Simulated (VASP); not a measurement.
## Hf: electric field gradients with PBEsol

The system is Hf.

```
Hf
1.0
     3.19670    0.00000    0.00000
    -1.59835    2.76842    0.00000
     0.00000    0.00000    5.05780
Hf
2
Cartesian
  0.0000 1.8456 1.2645
  1.5984 0.9228 3.7934
```

| Quantity | Value |
| --- | --- |
| Program | VASP 6.6.1 |
| Task | electric field gradients |
| Functional | PBEsol |
| Potentials or basis | VASP PAW PBE potentials, release 64 (Hf_sv) |
| Cutoff | 600 eV |
| k mesh | 12 × 12 × 7 |
| Occupations | fermi-dirac, width 0.05 eV |
| Spin | no spin polarisation |
| Further INCAR settings | ALGO = Fast; EDIFF = 1e-07 |

The pressure is -4.0 GPa. The band gap on the k mesh is none (metal or under the smearing width).

Stress tensor (GPa, compression positive):
```
-3.97  0.00  0.00
 0.00 -3.97  0.00
 0.00  0.00 -4.18
```

Levels at points of the mesh, in eV from the Fermi level:
```
           k point  band 10  band 11  band 12  band 13  band 14  band 15
(0.00, 0.00, 0.00)    -3.70     0.67     1.16     1.16     1.44     1.98
(0.50, 0.00, 0.00)    -2.75    -2.23    -0.78     0.77     0.86     1.66
```

Electric field gradients, principal values (V/Å²):
```
atom      Vxx      Vyy     Vzz
1 Hf  -44.023  -44.023  88.046
2 Hf  -44.023  -44.023  88.046
```

Run time: 34 s on 1 thread of Intel(R) Xeon(R) 6975P-C (Granite Rapids), on a shared host, peak memory 0.2 GiB.

Caveat: the PAW data sets were made with another functional, which shifts forces and pressure a little. The run has no spin-orbit coupling, so splittings on Hf are missing.
